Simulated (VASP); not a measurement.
# InP (F-43m) in VASP: a series of runs

InP is run at these levels: PBE; tasks: single point.

Program: VASP 6.6.1. These are calculated values, not measurements. Logs are shortened: lines on timing, memory, paths and dates and some standing lists are left out, and cuts for length are marked.

**What was measured.**

From a printed reference work, data compilation, for a bulk crystal of InP at 1.6 K: band gap 1.4236 eV (direct).

The results are compared with them further down.

## 1. The cell of the first run

The structure is cubic, space group F-43m (No. 216). Conventional cell: a = 5.762 Å, b = 5.762 Å, c = 5.762 Å, α = 90.00°, β = 90.00°, γ = 90.00°. In (site symmetry -43m) has 4 P at 2.49 Å within 3.3 Å. Within 3.3 Å of P (site symmetry -43m) lie 4 In at 2.49 Å.

## 2. Single point, PBE

The input, INCAR:

```
ALGO = Normal
EDIFF = 1E-6
ENCUT = 520
GGA = PE
ISIF = 2
ISMEAR = 0
LASPH = True
LCHARG = True
LELF = True
LREAL = False
LVHAR = True
LWAVE = False
NBANDS = 16
NELM = 60
PREC = Accurate
SIGMA = 0.01
```

The input, KPOINTS:

```
k-points
0
Gamma
  6 6 6
```

The input, POSCAR:

```
InP
1.0
    0.0000000000      2.8808209112      2.8808209112
    2.8808209112      0.0000000000      2.8808209112
    2.8808209112      2.8808209112      0.0000000000
In P
1 1
Direct
    0.0000000000      0.0000000000      0.0000000000
    0.2500000000      0.2500000000      0.2500000000
```

Potentials or basis: VASP PAW PBE potentials, release 64 (In_d, P).

On the command line:

```
> cat potpaw_PBE.64/In_d/POTCAR potpaw_PBE.64/P/POTCAR > POTCAR
> mpirun -np 1 vasp_std > vasp.out
```

OUTCAR:

```text
EDIFF = 1E-6
   ENCUT = 520
   GGA = PE
   ISIF = 2
   ISMEAR = 0
   LASPH = True
   LREAL = False
   NELM = 60
   PREC = Accurate

 ion  position               nearest neighbor table
   1  0.000  0.000  0.000-   2 2.49   2 2.49   2 2.49   2 2.49
   2  0.250  0.250  0.250-   1 2.49   1 2.49   1 2.49   1 2.49

  LATTYP: Found a face centered cubic cell.
 ALAT       =     5.7616418224

  Lattice vectors:

 A1 = (   0.0000000000,   2.8808209112,   2.8808209112)
 A2 = (   2.8808209112,   0.0000000000,   2.8808209112)
 A3 = (   2.8808209112,   2.8808209112,   0.0000000000)

Analysis of symmetry for initial positions (statically):
=====================================================================
 Subroutine PRICEL returns:
 Original cell was already a primitive cell.

 Routine SETGRP: Setting up the symmetry group for a
 face centered cubic supercell.

 Subroutine GETGRP returns: Found 24 space group operations
 (whereof 24 operations were pure point group operations)
 out of a pool of 48 trial point group operations.

The static configuration has the point symmetry T_d .

Analysis of symmetry for dynamics (positions and initial velocities):
=====================================================================
 Subroutine PRICEL returns:
 Original cell was already a primitive cell.

 Routine SETGRP: Setting up the symmetry group for a
 face centered cubic supercell.

 Subroutine GETGRP returns: Found 24 space group operations
 (whereof 24 operations were pure point group operations)
 out of a pool of 48 trial point group operations.

The dynamic configuration has the point symmetry T_d .

 Subroutine INISYM returns: Found 24 space group operations
 (whereof 24 operations are pure point group operations),
 and found     1 'primitive' translations

----------------------------------------------------------------------------------------

                                     Primitive cell

  volume of cell :      47.8166

  direct lattice vectors                    reciprocal lattice vectors
     0.000000000  2.880820911  2.880820911    -0.173561639  0.173561639  0.173561639
     2.880820911  0.000000000  2.880820911     0.173561639 -0.173561639  0.173561639
     2.880820911  2.880820911  0.000000000     0.173561639  0.173561639 -0.173561639

  length of vectors
     4.074096003  4.074096003  4.074096003     0.300617578  0.300617578  0.300617578

  position of ions in fractional coordinates (direct lattice)
     0.000000000  0.000000000  0.000000000
[... 68 lines left out ...]
   NELM   =     60;   NELMIN=  2; NELMDL= -5     # of ELM steps
   EDIFF  = 0.1E-05   stopping-criterion for ELM
   LREAL  =      F    real-space projection
   EDIFFG = 0.1E-04   stopping-criterion for IOM
   NSW    =      0    number of steps for IOM
   IBRION =     -1    ionic relax: 0-MD 1-quasi-New 2-CG
   NFREE  =      0    steps in history (QN), initial steepest desc. (CG)
   ISIF   =      2    stress and relaxation
   ISYM   =      2    0-nonsym 1-usesym 2-fastsym
   POTIM  = 0.5000    time-step for ionic-motion
   TEBEG  =    0.0;   TEEND  =   0.0 temperature during run
   PSTRESS=    0.0 pullay stress
   NELECT =      18.0000    total number of electrons
   NUPDOWN=      -1.0000    fix difference up-down
   EMIN   =  10.00;   EMAX   =-10.00  energy-range for DOS
   EFERMI =   0.00;   METHOD = LEGACY
   ISMEAR =     0;   SIGMA  =   0.01  broadening in eV -4-tet -1-fermi 0-gaus
   EFERMI_NEDOS =   21; number of points for ismear=-14 and -15
   IALGO  =     38    algorithm
   IMIX   =      4    mixing-type and parameters
     AMIX     =   0.40;   BMIX     =  1.00
     AMIX_MAG =   1.60;   BMIX_MAG =  1.00
  volume/ion in A,a.u.               =      23.91       161.34
  Fermi-wavevector in a.u.,A,eV,Ry     =   1.182060  2.233769 19.010946  1.397265
  Thomas-Fermi vector in A             =   2.318321
   LORBIT       =      0    0 simple, 1 ext, 2 COOP (PROOUT), +10 PAW based schemes
   GGA     = PE    functional components
   LHFCALC =     F    Hartree Fock is set to
   AEXX    =    0.0000 exact exchange contribution
   IVDW    =     0    specifies the selected vdW correction
   LEPSILON=     F    determine dielectric tensor
   LRPA    =     F    only Hartree local field effects (RPA)
 non-spin polarized calculation
 Gauss-broadening in eV      SIGMA  =   0.01
  energy-cutoff  :      520.00
  volume of cell :       47.82
 maximum number of plane-waves:      1308
   NGX = 15   NGY = 15   NGZ = 15

 number of electron      18.0000004 magnetization

 Free energy of the ion-electron system (eV)
  ---------------------------------------------------
  ext. energy  EPLUGINS =         0.00000000
  ---------------------------------------------------
  free energy    TOTEN  =        -8.28576910 eV

  energy without entropy =       -8.28576910  energy(sigma->0) =       -8.28576910

 E-fermi :   5.9030     XC(G=0):  -9.5098

 val. band max:        5.7750431817   @ k =   0.0000   0.0000   0.0000
 cond. band min:       6.7636365388   @ k =   0.0000   0.0000   0.0000
 fundamental gap:      0.9885933571
 Fermi energy:         5.9029500513

 k-point     1 :       0.0000    0.0000    0.0000
  band No.  band energies     occupation
      1      -8.5326      2.00000
      2      -8.5326      2.00000
      3      -8.5326      2.00000
      4      -8.3532      2.00000
      5      -8.3532      2.00000
      6      -6.1084      2.00000
[... 281 lines left out ...]
      3      -8.4190      2.00000
      4      -8.3875      2.00000
      5      -8.3273      2.00000
      6      -3.4186      2.00000
[... 8 lines left out ...]
     15      17.2144      0.00000
     16      17.9668      0.00000

------------------------ aborting loop because EDIFF is reached ----------------------------------------

  FORCE on cell =-STRESS in cart. coord.  units (eV):
  Direction    XX          YY          ZZ          XY          YZ          ZX
  --------------------------------------------------------------------------------------
  -------------------------------------------------------------------------------------
  Total        2.2543750      2.2543750      2.2543750      0.0000000      0.0000000     -0.0000000
  in kB       75.5366919     75.5366919     75.5366919      0.0000000      0.0000000     -0.0000000
  external PRESSURE =      75.5366919 kB  Pullay stress =       0.0000000 kB

 VOLUME and BASIS-vectors are now :
 -----------------------------------------------------------------------------
  energy-cutoff  :      520.00
  volume of cell :       47.82
      direct lattice vectors                 reciprocal lattice vectors
     0.000000000  2.880820911  2.880820911    -0.173561639  0.173561639  0.173561639
     2.880820911  0.000000000  2.880820911     0.173561639 -0.173561639  0.173561639
     2.880820911  2.880820911  0.000000000     0.173561639  0.173561639 -0.173561639

 POSITION                                       TOTAL-FORCE (eV/Angst)
 -----------------------------------------------------------------------------------
      0.00000      0.00000      0.00000        -0.000000     -0.000000     -0.000000
      1.44041      1.44041      1.44041         0.000000      0.000000      0.000000
 -----------------------------------------------------------------------------------
    total drift:                               -0.000000     -0.000000     -0.000000

  FREE ENERGIE OF THE ION-ELECTRON SYSTEM (eV)
  ---------------------------------------------------
  free  energy   TOTEN  =        -8.2857690960 eV

  energy  without entropy=       -8.2857690960  energy(sigma->0) =       -8.28576910
```

OSZICAR:

```text
N       E                     dE             d eps       ncg     rms          rms(c)
DAV:   1     0.117000832088E+03    0.11700E+03   -0.84338E+03   512   0.127E+03
DAV:   2    -0.141323960791E+01   -0.11841E+03   -0.11305E+03   552   0.305E+02
DAV:   3    -0.855326893648E+01   -0.71400E+01   -0.71079E+01   712   0.731E+01
DAV:   4    -0.872784612036E+01   -0.17458E+00   -0.17453E+00   608   0.125E+01
DAV:   5    -0.873671201277E+01   -0.88659E-02   -0.88657E-02   768   0.259E+00    0.616E+00
DAV:   6    -0.832094063939E+01    0.41577E+00   -0.62017E-01   840   0.136E+01    0.369E+00
DAV:   7    -0.828470263763E+01    0.36238E-01   -0.18293E-01   720   0.365E+00    0.132E+00
DAV:   8    -0.828496302011E+01   -0.26038E-03   -0.18466E-02   648   0.164E+00    0.388E-01
DAV:   9    -0.828553487585E+01   -0.57186E-03   -0.13395E-03   656   0.370E-01    0.173E-01
DAV:  10    -0.828569324566E+01   -0.15837E-03   -0.29031E-04   728   0.274E-01    0.978E-02
DAV:  11    -0.828576989518E+01   -0.76650E-04   -0.15400E-04   576   0.129E-01    0.476E-02
DAV:  12    -0.828576864728E+01    0.12479E-05   -0.96813E-06   576   0.240E-02    0.119E-02
DAV:  13    -0.828576909595E+01   -0.44867E-06   -0.23992E-06   608   0.793E-03
   1 F= -.82857691E+01 E0= -.82857691E+01  d E =-.696003E-75
```

stdout:

```text
POSCAR found type information on POSCAR InP
 POSCAR found :  2 types and       2 ions
 scaLAPACK will be used
 LDA part: xc-table for (Slater+PW92), standard interpolation
 POSCAR, INCAR and KPOINTS ok, starting setup
 FFT: planning ... GRIDC
 FFT: planning ... GRID_SOFT
 FFT: planning ... GRID
 WAVECAR not read
 entering main loop
```

It took 9.4 s on 1 thread of Intel Xeon 6975P-C (Granite Rapids), shared host; peak memory 0.16 GiB.

Results:

```
Free energy            : -8.2858 eV
Pressure               : 7.6 GPa
Band gap on the k mesh : 0.99 eV, direct
```

Levels at points of the mesh, in eV from the valence-band top:
| k point | band 5 | band 6 | band 7 | band 8 | band 9 | band 10 | band 11 | band 12 | band 13 | band 14 |
| --- | --- | --- | --- | --- | --- | --- | --- | --- | --- | --- |
| (0.00, 0.00, 0.00) | -14.13 | -11.88 | 0.00 | 0.00 | 0.00 | 0.99 | 4.08 | 4.08 | 4.08 | 8.82 |
| (0.50, 0.00, 0.00) | -14.11 | -9.98 | -6.02 | -1.05 | -1.05 | 1.62 | 4.81 | 4.81 | 7.19 | 9.72 |
| (0.50, 0.50, 0.00) | -14.09 | -9.27 | -5.98 | -2.50 | -2.50 | 1.67 | 2.25 | 9.54 | 9.94 | 9.94 |

Caveat: spin-orbit coupling is left out, which moves the levels of the heavy elements.

## 3. Single point, PBE

This run uses another cell than the first one, of 24.66 Å³/atom, 1.032 times its volume.

The input, INCAR:

```
SYSTEM = InP
PREC = Accurate
ENCUT = 520
EDIFF = 1E-6
ISMEAR = 0
SIGMA = 0.01
LREAL = .FALSE.
LASPH = .TRUE.
NELM = 80
ALGO = Normal
ISIF = 2
LWAVE = .FALSE.
LCHARG = .FALSE.
GGA = PE
NBANDS = 16
```

The input, KPOINTS:

```
Automatic mesh
0
G
  6 6 6
  0 0 0
```

The input, POSCAR:

```
InP
1.0
    0.0000000000      2.9108316221      2.9108316221
    2.9108316221      0.0000000000      2.9108316221
    2.9108316221      2.9108316221      0.0000000000
In P
1 1
Direct
    0.0000000000      0.0000000000      0.0000000000
    0.2500000000      0.2500000000      0.2500000000
```

Potentials or basis: VASP PAW PBE potentials, release 64 (In_d, P).

On the command line:

```
> cat potpaw_PBE.64/In_d/POTCAR potpaw_PBE.64/P/POTCAR > POTCAR
> mpirun -np 1 vasp_std > vasp.out
```

Wall time 8.5 s (1 thread of Intel Xeon 6975P-C (Granite Rapids), shared host); peak memory 0.17 GiB.

The run converged. Its results:

```yaml
Free_energy: -8.3443 eV
Pressure: 4.8 GPa
Band_gap_on_the_k_mesh: 0.82 eV, direct
```

Levels at points of the mesh, in eV from the valence-band top:
| k point | band 7 | band 8 | band 9 | band 10 | band 11 | band 12 |
| --- | --- | --- | --- | --- | --- | --- |
| (0.00, 0.00, 0.00) | 0.00 | 0.00 | 0.00 | 0.82 | 4.09 | 4.09 |
| (0.50, 0.00, 0.00) | -5.84 | -1.00 | -1.00 | 1.55 | 4.81 | 4.81 |
| (0.50, 0.50, 0.00) | -5.84 | -2.39 | -2.39 | 1.72 | 2.26 | 9.34 |

Caveat: spin-orbit coupling is left out, which moves the levels of the heavy elements. As with any semilocal functional, this PBE gap is likely too small.

## 4. Single point, PBE

This run uses another cell than the first one, of 25.42 Å³/atom, 1.063 times its volume.

The input, INCAR:

```
SYSTEM = InP
  PREC = Accurate
  ENCUT = 520
  EDIFF = 1E-6
  ISMEAR = 0
  SIGMA = 0.01
  LREAL = .False.
  LASPH = .True.
  NELM = 80
  ALGO = Normal
  ISIF = 2
  LWAVE = .False.
  LCHARG = .True.
  GGA = PE
  LELF = .True.
  LVHAR = .True.
  NBANDS = 16
```

The input, KPOINTS:

```
Automatic mesh
0
Gamma
  6 6 6
  0 0 0
```

The input, POSCAR:

```
InP
1.0
    0.0000000000      2.9402359519      2.9402359519
    2.9402359519      0.0000000000      2.9402359519
    2.9402359519      2.9402359519      0.0000000000
In P
1 1
Direct
    0.0000000000      0.0000000000      0.0000000000
    0.2500000000      0.2500000000      0.2500000000
```

On the command line:

```
> cat potpaw_PBE.64/In_d/POTCAR potpaw_PBE.64/P/POTCAR > POTCAR
> mpirun -np 1 vasp_std > vasp.out
```

Run time: 7.7 s. Hardware: 1 thread of Intel Xeon 6975P-C (Granite Rapids), shared host; peak memory 0.17 GiB.

It converged, with:

```
Free energy            : -8.3794 eV
Pressure               : 2.5 GPa
Band gap on the k mesh : 0.66 eV, direct
```

Levels at points of the mesh, in eV from the valence-band top:
| k point | band 6 | band 7 | band 8 | band 9 | band 10 | band 11 | band 12 | band 13 |
| --- | --- | --- | --- | --- | --- | --- | --- | --- |
| (0.00, 0.00, 0.00) | -11.45 | 0.00 | 0.00 | 0.00 | 0.66 | 4.09 | 4.09 | 4.09 |
| (0.50, 0.00, 0.00) | -9.76 | -5.68 | -0.96 | -0.96 | 1.47 | 4.81 | 4.81 | 7.08 |
| (0.50, 0.50, 0.00) | -9.11 | -5.71 | -2.29 | -2.29 | 1.78 | 2.27 | 9.15 | 9.53 |

Caveat: spin-orbit coupling is left out, which moves the levels of the heavy elements.

(Part 1 of 2 ends here.)
